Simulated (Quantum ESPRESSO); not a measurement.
A calculation with Quantum ESPRESSO 7.5 of MoS2 (ASE script, Cartesian positions):

The input run.py:

```python
import numpy as np
from ase.calculators.espresso import Espresso, EspressoProfile
from ase.io import read

atoms = read('MoS2.xyz')

input_data = {
    'control': {'calculation': 'scf', 'prefix': 'pwscf', 'outdir': './tmp', 'tprnfor': True, 'tstress': True, 'disk_io': 'nowf'},
    'system': {'ecutwfc': 45.0, 'ecutrho': 360.0, 'nbnd': 20, 'occupations': 'smearing', 'smearing': 'fd', 'degauss': 0.00367493},
    'electrons': {'conv_thr': 6e-10, 'electron_maxstep': 120, 'mixing_beta': 0.5},
}
pseudopotentials = {'S': 's_pbesol_v1.4.uspp.F.UPF', 'Mo': 'mo_pbesol_v1.uspp.F.UPF'}
profile = EspressoProfile(command='mpirun -n 2 pw.x -nk 2', pseudo_dir='pseudo')
dft = Espresso(profile=profile, input_data=input_data, pseudopotentials=pseudopotentials, kpts=(10, 10, 2), koffset=(0, 0, 0))
atoms.calc = dft

print(f'energy {atoms.get_potential_energy():.8f} eV')
print('forces (eV/A)')
print(np.round(atoms.get_forces(), 6))
print('stress (eV/A^3, Voigt)')
print(np.round(atoms.get_stress(), 8))
print(f'Fermi level {dft.get_fermi_level():.4f} eV')
```

The input MoS2.xyz:

```xyz
3
Lattice="3.1841260822 0.0000000000 0.0000000000 -1.5920630411 2.7575340760 0.0000000000 0.0000000000 0.0000000000 17.3345999500" Properties=species:S:1:pos:R:3 pbc="T T T"
Mo     0.0000000000      0.0000000000      0.0000000000
S     -0.0000000002      1.8383560508     15.7832749434
S     -0.0000000002      1.8383560508      1.5513250066
```

Potentials or basis: GBRV 1.5 PBEsol.

The run is started by

```sh
$ OMP_NUM_THREADS=1 python run.py
```

Write the same calculation in another form: native input, structure typed inline.

As run:

File pw.in:

```
&CONTROL
  calculation = 'scf'
  prefix = 'pwscf'
  outdir = './tmp'
  pseudo_dir = './pseudo'
  tprnfor = .true.
  tstress = .true.
  disk_io = 'low'
/
&SYSTEM
  ibrav = 0
  celldm(1) = 8
  nat = 3
  ntyp = 2
  ecutwfc = 45
  ecutrho = 360
  nbnd = 20
  occupations = 'smearing'
  smearing = 'fd'
  degauss = 0.00367493
/
&ELECTRONS
  conv_thr = 6d-10
  electron_maxstep = 120
  mixing_beta = 0.5
/
ATOMIC_SPECIES
Mo    95.9500 mo_pbesol_v1.uspp.F.UPF
S     32.0600 s_pbesol_v1.4.uspp.F.UPF
CELL_PARAMETERS alat
  0.7521407802045   0.0000000000000   0.0000000000000
 -0.3760703901022   0.6513730228704   0.0000000000000
  0.0000000000000   0.0000000000000   4.0947057981814
ATOMIC_POSITIONS crystal
Mo     0.0000000000    0.0000000000    0.0000000000
S      0.3333333333    0.6666666667    0.9105070200
S      0.3333333333    0.6666666667    0.0894929800
K_POINTS automatic
10 10 2 0 0 0
```

Contents of pp_density.in:

```
&INPUTPP
  prefix = 'pwscf'
  outdir = './tmp'
  filplot = 'density.dat'
  plot_num = 0
/
&PLOT
  nfile = 1
  filepp(1) = 'density.dat'
  iflag = 3
  output_format = 6
  fileout = 'density.cube'
/
```

The input pp_potential.in:

```
&INPUTPP
  prefix = 'pwscf'
  outdir = './tmp'
  filplot = 'potential.dat'
  plot_num = 11
/
&PLOT
  nfile = 1
  filepp(1) = 'potential.dat'
  iflag = 3
  output_format = 6
  fileout = 'potential.cube'
/
```

Potentials or basis: GBRV 1.5 PBEsol.

Launch:

```console
$ OMP_NUM_THREADS=1 mpirun -n 2 pw.x -nk 2 -in pw.in > pw.out
$ OMP_NUM_THREADS=1 mpirun -n 1 pp.x -in pp_density.in > pp_density.out
$ OMP_NUM_THREADS=1 mpirun -n 1 pp.x -in pp_potential.in > pp_potential.out
```

Both were run:

|  | ASE script, Cartesian positions | native input, structure typed inline |
| --- | --- | --- |
| Largest force | 0.165 eV/Å | 0.165 eV/Å |
| Band gap on the k mesh | 1.73 eV, indirect (least direct gap 1.93 eV) | 1.73 eV, indirect (least direct gap 1.93 eV) |

Keys that steer only the numerical path or the files written may differ.
